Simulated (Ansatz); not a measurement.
The system is GaSb.

```
CELL_PARAMETERS angstrom
-2.75343 2.75343 1.59071
2.75343 -2.75343 1.59071
2.75343 2.75343 -1.59071
ATOMIC_POSITIONS crystal
Sb 0.00000 0.00000 0.00000
Ga 0.75000 0.25000 0.50000
```

Measurements of this composition are mostly on another form, of space group No. 216.

* Program: Ansatz 0.2.0
* Task: relaxation of cell and atoms
* Functional: HSEsol
* Potentials or basis: Ansatz PAW
* Cutoff: 420 eV (not typed: the program's choice for these potentials)
* k mesh: 5 × 5 × 5
* Occupations: fermi-dirac, width 0.05 eV
* Spin: no spin polarisation

At the start: volume 24.12 Å³/atom.

Task: How do energy, volume and symmetry change on relaxing?

Result: It ends after 10 steps and the volume is 22.80 Å³/atom (-5.5 %); space group I-4m2 (No. 119, to 0.05 Å).

Step by step:
```tsv
step	energy change (eV)	largest force (eV/Å)	volume (Å³)
1	0.0000	0.0000	48.24
2	-0.0273	0.0000	43.95
3	-0.0359	0.0000	45.51
4	-0.0363	0.0000	45.37
5	-0.0383	0.0000	45.23
6	-0.0642	0.0000	44.50
7	-0.0680	0.0000	45.20
8	-0.0693	0.0000	45.53
9	-0.0693	0.0000	45.60
10	-0.0682	0.0000	45.60
```

Final structure:
```
Sb Ga
1.0
    -2.62628    2.62628    1.65294
     2.62628   -2.62628    1.65294
     2.62628    2.62628   -1.65294
Sb Ga
1 1
Direct
  0.00000 0.00000 0.00000
  0.75000 0.25000 0.50000
```

Caveat: the k mesh is coarse (spacing up to 0.46 Å⁻¹), so the values aren't converged, least of all with exact exchange; the plane-wave basis is chosen anew once the cell has moved, so the energies of steps on either side of that aren't comparable; the PAW data sets come from PBE, with cores solved anew for the run's functional, which leaves a small shift of forces and pressure.
